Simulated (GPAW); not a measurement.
Here is a GPAW 26.7.0 calculation.

File run.py:

```python
from ase import Atoms
from ase.filters import FrechetCellFilter
from ase.io import write
from ase.optimize import BFGS
from gpaw import GPAW, PW, setup_paths

setup_paths.insert(0, '.')

atoms = Atoms(['Nb'],
              cell=[[-1.66395, 1.66395, 1.66395],
                    [1.66395, -1.66395, 1.66395],
                    [1.66395, 1.66395, -1.66395]],
              scaled_positions=[[0.0, 0.0, 0.0]],
              pbc=True)

calc = GPAW(mode=PW(600),
            xc='PBEsol',
            kpts={'size': (11, 11, 11), 'gamma': True},
            occupations={'name': 'fermi-dirac', 'width': 0.05},
            nbands=15,
            convergence={'density': 1e-05, 'forces': 0.0001},
            maxiter=150,
            txt='gpaw.txt')
atoms.calc = calc
opt = BFGS(FrechetCellFilter(atoms), trajectory='relax.traj', logfile='-')
done = opt.run(fmax=0.02, steps=60)
calc.write('gs.gpw')
write('result.traj', atoms)
print('Converged:', done)
print('Cell:', atoms.cell.cellpar().round(4))
print('Volume:', round(atoms.get_volume(), 4))
print(atoms.get_scaled_positions().round(5))
```

Potentials or basis: PAW data sets generated in the run's folder for this functional, pw.

Run with:

```console
$ gpaw-setup -f PBEsol Nb
$ OMP_NUM_THREADS=1 python run.py
```

Predict the band gap on the k mesh.

none (metal or under the smearing width).

Estimate the space group after relaxing (to 0.05 Å).

Im-3m (No. 229).

Step by step:
| step | energy change (eV) | largest force (eV/Å) | pressure (GPa) | volume (Å³) |
| --- | --- | --- | --- | --- |
| 1 | 0.0000 | 0.0000 | -8.45 | 18.43 |
| 2 | -0.0234 | 0.0000 | -1.61 | 17.68 |
| 3 | -0.0240 | 0.0000 | 0.04 | 17.51 |

Caveat: later steps reuse the first step's grids.
